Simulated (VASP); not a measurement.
# InP (F-43m) in VASP: a series of runs

The runs below take InP through G0W0 quasiparticle levels, with PBE.

All numbers are computed with VASP 6.6.1; they aren't measurements. Logs are shortened: lines on timing, memory, paths and dates and some standing lists are left out, and cuts for length are marked.

### Step 1. Starting point

The structure is cubic, space group F-43m (No. 216). Conventional cell: a = 5.861 Å, b = 5.861 Å, c = 5.861 Å, α = 90.00°, β = 90.00°, γ = 90.00°. In (site symmetry -43m) has 4 P at 2.54 Å as nearest neighbours. P (site symmetry -43m) has 4 In at 2.54 Å as nearest neighbours.

### Step 2. G0W0 quasiparticle levels, PBE

File POSCAR:

```
InP
1.0
    0.0000000000      2.9305000000      2.9305000000
    2.9305000000      0.0000000000      2.9305000000
    2.9305000000      2.9305000000      0.0000000000
In P
1 1
Direct
    0.0000000000      0.0000000000      0.0000000000
    0.7500000000      0.7500000000      0.7500000000
```

File INCAR.step1:

```
  PREC = Accurate
  ENCUT = 450
  EDIFF = 1E-8
  ISMEAR = 0
  SIGMA = 0.01
  LREAL = False
  LASPH = True
  NELM = 80
  ALGO = Normal
  LWAVE = True
  LCHARG = False
  GGA = PE
```

File INCAR.step2:

```
  PREC = Accurate
  ENCUT = 450
  EDIFF = 1E-8
  ISMEAR = 0
  SIGMA = 0.01
  LREAL = False
  LASPH = True
  NELM = 1
  ALGO = Exact
  LWAVE = True
  LCHARG = False
  GGA = PE
  NBANDS = 69
  LOPTICS = True
  ISTART = 1
```

File INCAR.step3:

```
  PREC = Accurate
  ENCUT = 450
  EDIFF = 1E-8
  ISMEAR = 0
  SIGMA = 0.01
  LREAL = False
  LASPH = True
  ALGO = EVGW0
  LWAVE = False
  LCHARG = False
  GGA = PE
  NELMGW = 1
  NBANDS = 69
  ENCUTGW = 150
  NOMEGA = 72
  PRECFOCK = Fast
  ISTART = 1
  NBANDSGW = 17
```

File KPOINTS:

```
Automatic mesh
0
Gamma
  3 3 3
```

Potentials or basis: VASP PAW PBE potentials, release 64 (In_d_GW, P_GW).

The run is started by

```bash
> cat potpaw_PBE.64/In_d_GW/POTCAR potpaw_PBE.64/P_GW/POTCAR > POTCAR
> cp INCAR.step1 INCAR
> mpirun -np 1 vasp_std > vasp.out
> cp INCAR.step2 INCAR
> mpirun -np 1 vasp_std > vasp.out
> cp INCAR.step3 INCAR
> mpirun -np 1 vasp_std > vasp.out
```

OUTCAR:

```text
PREC = Accurate
   ENCUT = 450
   EDIFF = 1E-8
   ISMEAR = 0
   LREAL = False
   LASPH = True
   GGA = PE
   NELMGW = 1
   ENCUTGW = 150
   PRECFOCK = Fast
   ISTART = 1

 Found      4 irreducible k-points:

 Following reciprocal coordinates:
            Coordinates               Weight
  0.000000  0.000000  0.000000      1.000000
  0.333333  0.000000  0.000000      8.000000
  0.333333  0.333333  0.000000      6.000000
 -0.333333  0.333333  0.000000     12.000000
   k-points           NKPTS =      4   k-points in BZ     NKDIM =     27   number of bands    NBANDS=     69
   number of dos      NEDOS =    301   number of ions     NIONS =      2
   total plane-waves  NPLWV =  27000
   dimension x,y,z NGX =    30 NGY =   30 NGZ =   30
   dimension x,y,z NGXF=    60 NGYF=   60 NGZF=   60
   ions per type =               1   1
   NGX,Y,Z   is equivalent  to a cutoff of  12.03, 12.03, 12.03 a.u.
   NGXF,Y,Z  is equivalent  to a cutoff of  24.07, 24.07, 24.07 a.u.
 SYSTEM =  unknown system
   PREC   = accura    normal or accurate (medium, high low for compatibility)
   ISTART =      1    job   : 0-new  1-cont  2-samecut
   ICHARG =      0    charge: 1-file 2-atom 10-const
   ISPIN  =      1    spin polarized calculation?
   LNONCOLLINEAR =      F non collinear calculations
   LSORBIT =      F    spin-orbit coupling
   LASPH  =      T    aspherical Exc in radial PAW
   ENCUT  =  450.0 eV  33.07 Ry    5.75 a.u.   7.17  7.17  7.17*2*pi/ulx,y,z
   NELM   =     60;   NELMIN=  2; NELMDL=  0     # of ELM steps
   EDIFF  = 0.1E-07   stopping-criterion for ELM
   LREAL  =      F    real-space projection
   EDIFFG = 0.1E-06   stopping-criterion for IOM
   NSW    =      0    number of steps for IOM
   IBRION =     -1    ionic relax: 0-MD 1-quasi-New 2-CG
   NFREE  =      0    steps in history (QN), initial steepest desc. (CG)
   ISIF   =      0    stress and relaxation
   ISYM   =      3    0-nonsym 1-usesym 2-fastsym
   POTIM  = 0.5000    time-step for ionic-motion
   TEBEG  =    0.0;   TEEND  =   0.0 temperature during run
   PSTRESS=    0.0 pullay stress
   NELECT =      18.0000    total number of electrons
   NUPDOWN=      -1.0000    fix difference up-down
   EMIN   =  10.00;   EMAX   =-10.00  energy-range for DOS
   EFERMI =   0.00;   METHOD = LEGACY
   ISMEAR =     0;   SIGMA  =   0.01  broadening in eV -4-tet -1-fermi 0-gaus
   EFERMI_NEDOS =   21; number of points for ismear=-14 and -15
   IALGO  =     38    algorithm
   IMIX   =      4    mixing-type and parameters
     AMIX     =   0.40;   BMIX     =  1.00
     AMIX_MAG =   1.60;   BMIX_MAG =  1.00
  volume/ion in A,a.u.               =      25.17       169.83
  Fermi-wavevector in a.u.,A,eV,Ry     =   1.162021  2.195901 18.371846  1.350293
  Thomas-Fermi vector in A             =   2.298587
   LORBIT       =      0    0 simple, 1 ext, 2 COOP (PROOUT), +10 PAW based schemes
   GGA     = PE    functional components
   LHFCALC =     T    Hartree Fock is set to
   PRECFOCK=fast      Normal, Fast or Accurate (Low or Medium for compatibility)
   ENCUT4O =  -1.0   cutoff for four orbital integrals eV
   NKREDX  =     1    reduce k-point grid by
   NKREDY  =     1    reduce k-point grid by
   NKREDZ  =     1    reduce k-point grid by
   AEXX    =    1.0000 exact exchange contribution
   HFSCREEN=    0.0000 screening length (either q_TF or 0.3 A-1)
   HFSCREENC=   0.0000 screening length for correlation (either q_TF or 0.3 A-1)
   ENCUTFOCK=  -1.0 apply spherical cutoff to Coloumb kernel
   IVDW    =     0    specifies the selected vdW correction
   LEPSILON=     F    determine dielectric tensor
   LRPA    =     F    only Hartree local field effects (RPA)
   LRPAFORCE           =     F    calculate RPA forces
   ENCUTGW             = 150.0    cutoff for response function in eV
   ENCUTGWSOFT         = 120.0    soft cutoff for Coulomb kernel in GW response function in eV
   ENCUTLF             =  -1.0    cutoff for local field effects
   NELMGW              =     1    number of iterations in solving QP/BSE equation
   NELMHF              =     1    number of iterations in the inner HF iteration
   NKREDLFX            =     1    NKREDLFY  =   1   NKREDLFZ  =   1
 non-spin polarized calculation
 Gauss-broadening in eV      SIGMA  =   0.01
  energy-cutoff  :      450.00
  volume of cell :       50.33
 maximum number of plane-waves:      1113
 NGX is ok and might be reduce to    30
  NGX = 16; NGY = 16; NGZ = 16
   NGX = 15   NGY = 15   NGZ = 15
 maximum number of plane-waves:       220

 QP shifts <psi_nk| G(iteration)W_0 |psi_nk>: iteration 1
 for sc-GW calculations column KS-energies equals QP-energies in previous step
 and V_xc(KS)=  KS-energies - (<T + V_ion + V_H > + <T+V_H+V_ion>^1  + <V_x>^1)

 k-point   1 :       0.0000    0.0000    0.0000
  band No.  KS-energies  QP-energies   sigma(KS)   V_xc(KS)     V^pw_x(r,r')   Z            occupation Imag(sigma)

      1     -10.2933     -11.8374     -18.8441     -16.5967     -25.3298       0.6870       2.0000       1.0919
      2     -10.2933     -11.8374     -18.8441     -16.5967     -25.3298       0.6870       2.0000       1.0919
      3     -10.2933     -11.8374     -18.8441     -16.5967     -25.3298       0.6870       2.0000       1.0919
      4     -10.1476     -11.7234     -18.9857     -16.6813     -25.3437       0.6838       2.0000       1.0643
      5     -10.1476     -11.7234     -18.9857     -16.6813     -25.3437       0.6838       2.0000       1.0643
      6      -7.4965      -7.7268     -11.6240     -11.2915     -18.2328       0.6927       2.0000       1.0471
[... 9 lines left out ...]
     16      13.3900      13.7723      -9.7009     -10.2238      -4.5789       0.7310       0.0000      -0.2135
     17      15.1508      15.0202      -7.7145      -7.5434      -2.2265       0.7631       0.0000      -0.4108

 k-point   2 :       0.3333    0.0000    0.0000
  band No.  KS-energies  QP-energies   sigma(KS)   V_xc(KS)     V^pw_x(r,r')   Z            occupation Imag(sigma)

      1     -10.3780     -11.8465     -18.5742     -16.4123     -25.1398       0.6793       2.0000       1.0859
      2     -10.2619     -11.8108     -18.8799     -16.6269     -25.3500       0.6875       2.0000       1.0870
      3     -10.2619     -11.8108     -18.8799     -16.6269     -25.3500       0.6875       2.0000       1.0870
      4     -10.1406     -11.7118     -18.9844     -16.6925     -25.3595       0.6855       2.0000       1.0620
      5     -10.1406     -11.7118     -18.9844     -16.6925     -25.3595       0.6855       2.0000       1.0620
      6      -6.3726      -6.6171     -12.1735     -11.8032     -18.3664       0.6603       2.0000       0.8589
[... 9 lines left out ...]
     16      13.0533      13.3211      -9.3243      -9.6879      -4.1946       0.7365       0.0000      -0.2237
     17      17.8490      18.0322      -9.2271      -9.4725      -3.1524       0.7468       0.0000      -0.6468

 k-point   3 :       0.3333    0.3333    0.0000
  band No.  KS-energies  QP-energies   sigma(KS)   V_xc(KS)     V^pw_x(r,r')   Z            occupation Imag(sigma)

      1     -10.4311     -11.8895     -18.5118     -16.3704     -25.1035       0.6810       2.0000       1.0915
      2     -10.2169     -11.7612     -18.9368     -16.6866     -25.4095       0.6863       2.0000       1.0843
      3     -10.2169     -11.7612     -18.9368     -16.6866     -25.4095       0.6863       2.0000       1.0843
      4     -10.1839     -11.7565     -18.9115     -16.6154     -25.2746       0.6849       2.0000       1.0607
      5     -10.1216     -11.6919     -18.9990     -16.7115     -25.3767       0.6865       2.0000       1.0611
      6      -5.9901      -6.2356     -12.2606     -11.8862     -18.3062       0.6557       2.0000       0.7934
[... 9 lines left out ...]
     16      17.3369      17.4212      -8.5367      -8.6493      -2.7486       0.7486       0.0000      -0.5178
     17      18.1419      18.5104      -9.9870     -10.4773      -3.7866       0.7518       0.0000      -0.7895

 k-point   4 :      -0.3333    0.3333    0.0000
  band No.  KS-energies  QP-energies   sigma(KS)   V_xc(KS)     V^pw_x(r,r')   Z            occupation Imag(sigma)

      1     -10.4273     -11.8560     -18.4661     -16.3602     -25.0946       0.6785       2.0000       1.0957
      2     -10.2338     -11.7829     -18.9108     -16.6457     -25.3601       0.6839       2.0000       1.0716
      3     -10.2152     -11.7648     -18.9356     -16.6896     -25.4093       0.6899       2.0000       1.0870
      4     -10.1613     -11.7290     -18.9507     -16.6576     -25.3237       0.6836       2.0000       1.0564
      5     -10.1358     -11.7043     -18.9796     -16.6908     -25.3551       0.6853       2.0000       1.0597
      6      -5.2478      -5.5112     -12.8156     -12.4209     -18.6366       0.6673       2.0000       0.7119
[... 9 lines left out ...]
     16      17.1145      17.2802      -8.9095      -9.1332      -3.0451       0.7404       0.0000      -0.5027
     17      17.9822      18.1954      -9.3078      -9.6032      -3.1822       0.7217       0.0000      -0.6543
```

It took 60 s on 1 thread of Intel Xeon Platinum 8375C at 2.90GHz (Ice Lake), shared host; peak memory 0.33 GiB.

The run converged, but some of its settings lie outside the range that counts as converged, so its numbers aren't taken as properties of the crystal.

What came out:

| Quantity | Value |
| --- | --- |
| Band gap on the k mesh, mean-field level | 0.67 eV, direct |
| Quasiparticle gap | 1.20 eV |
| Least direct quasiparticle gap | 1.20 eV |

Caveat: the k mesh is coarse (spacing up to 0.62 Å⁻¹), so the values aren't converged; bands, screening cutoff and mesh are small and nothing is extrapolated, so the quasiparticle values aren't converged; spin-orbit coupling is left out, which moves the levels of the heavy elements.

(Continued in part 2 of 2.)
